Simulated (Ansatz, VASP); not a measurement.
## One calculation of TaSi2, two programs

POSCAR

```
TaSi2
1.0
   -1.6279959001      1.6279959001      3.9566251864
    1.6279959001     -1.6279959001      3.9566251864
    1.6279959001      1.6279959001     -3.9566251864
Si Ta
2 1
Direct
    0.3348248948      0.3348248948      0.0000000000
    0.6651751052      0.6651751052      0.0000000000
    0.0000000000      0.0000000000      0.0000000000
```

Contents of INCAR.step1:

```
SYSTEM = TaSi2
  PREC = Accurate
  ENCUT = 520
  ISMEAR = 0
  SIGMA = 0.1
  LREAL = .FALSE.
  LASPH = .TRUE.
  NELM = 60
  NBANDS = 16
  GGA = PE
  ALGO = Normal
  EDIFF = 1E-4
  LWAVE = .TRUE.
  LCHARG = .FALSE.
```

The input INCAR.step2:

```
SYSTEM = TaSi2
  PREC = Accurate
  ENCUT = 520
  EDIFF = 1E-6
  ISMEAR = 0
  SIGMA = 0.1
  LREAL = .FALSE.
  LASPH = .TRUE.
  NELM = 60
  ALGO = Normal
  ISIF = 2
  LWAVE = .FALSE.
  LCHARG = .FALSE.
  METAGGA = R2SCAN
  LMIXTAU = .TRUE.
  NBANDS = 16
  ISTART = 1
```

The input KPOINTS:

```
Automatic mesh
0
G
  8 8 8
  0 0 0
```

Input for Ansatz:

```yaml
crystal:
  lattice:
    - [-1.6279959001, 1.6279959001, 3.9566251864]
    - [1.6279959001, -1.6279959001, 3.9566251864]
    - [1.6279959001, 1.6279959001, -3.9566251864]
  atoms:
    - { symbol: Si, position: [0.3348248948, 0.3348248948, 0.0] }
    - { symbol: Si, position: [0.6651751052, 0.6651751052, 0.0] }
    - { symbol: Ta, position: [0.0, 0.0, 0.0] }
basis:
  ecutwfc: 500
kpoints:
  mp_grid: { grid: [8, 8, 8] }
hamiltonian:
  xc: r2scan
scf:
  occupations: { method: gaussian, width: 0.1 }
output:
  forces: true
  stress: true
  eigenvalues: true
```

Alike in both runs: task single point; functional r2SCAN; k mesh 8 × 8 × 8; occupations gaussian, width 0.1 eV; no spin polarisation.

```csv
,VASP,Ansatz
version,VASP 6.6.1,Ansatz 0.2.0
potentials or method,"VASP PAW PBE potentials, release 64 (Si, Ta_pv)","scalar-relativistic, plane waves, PAW"
plane-wave cutoff (eV),520,500
valence electrons in the cell,19,21
```

Ansatz gave:

| Item | Value |
| --- | --- |
| gap on the k mesh at the Fermi level (eV) | none |
| pressure (GPa) | 8.9 |
| largest component of the traceless stress (GPa) | 6.30 |
| rms of the force components (eV/Å) | 0.182 |

Task: Estimate VASP's values.

Result: gap on the k mesh at the Fermi level (eV): none; pressure (GPa): 9.3; largest component of the traceless stress (GPa): 6.16; rms of the force components (eV/Å): 0.186.

Atom by atom the forces differ by 0.003 eV/Å (rms over components). A gap of «none» marks a metal or a gap that the smearing closes. The two sets of potentials don't hold the same shells in valence.

Caveats: the PAW data sets were made with another functional, which shifts forces and pressure a little (VASP). Spin-orbit coupling is left out, which matters for the levels of Ta.
